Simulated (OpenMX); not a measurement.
# CaSe under changes of volume

One of the cells (25.829 Å³/atom); the others are scaled copies at fixed shape and fractional positions:

```
CELL_PARAMETERS angstrom
0.00000 2.95600 2.95600
2.95600 0.00000 2.95600
2.95600 2.95600 0.00000
ATOMIC_POSITIONS crystal
Se 0.50000 0.50000 0.50000
Ca 0.00000 0.00000 0.00000
```

| Item | Value |
| --- | --- |
| Program | OpenMX 3.8.5 |
| Functional | PBE |
| Potentials or basis | OpenMX 2013 PBE set, Se7.0-s3p2d1, Ca9.0-s3p2, fixed grid of 36 × 36 × 36 points |
| k mesh | 9 × 9 × 9 |
| Occupations | fermi-dirac, width 0.05 eV |
| Spin | no spin polarisation |

```csv
volume (Å³/atom),energy over the lowest point (meV/atom),gap on the mesh (eV)
24.280,153.88,3.50
24.796,?,?
25.313,83.06,3.22
25.829,55.90,3.08
26.346,33.36,2.96
26.863,14.87,2.84
27.379,0.00,2.73
```

**Question.** What does the run at 24.796 Å³/atom give?

**Answer.** Energy over the lowest point 115.46 meV/atom; gap on the mesh 3.35 eV.

Worked out: A Birch-Murnaghan fit of order 3 (a polynomial in V^(-2/3)) to the other rows has no minimum within the range. It gives 115.51 meV/atom at 24.796 Å³/atom, against the run's 115.46. A straight line through the other rows of the gap, of slope -6.43 eV per unit of ln V (its deformation potential), gives 3.36 eV, against the run's 3.35.

Energies are extrapolated to zero smearing.

Caveats: the basis of atomic orbitals isn't converged, which shifts pressures, moduli and gaps.

Spin-orbit coupling on Se is left out.
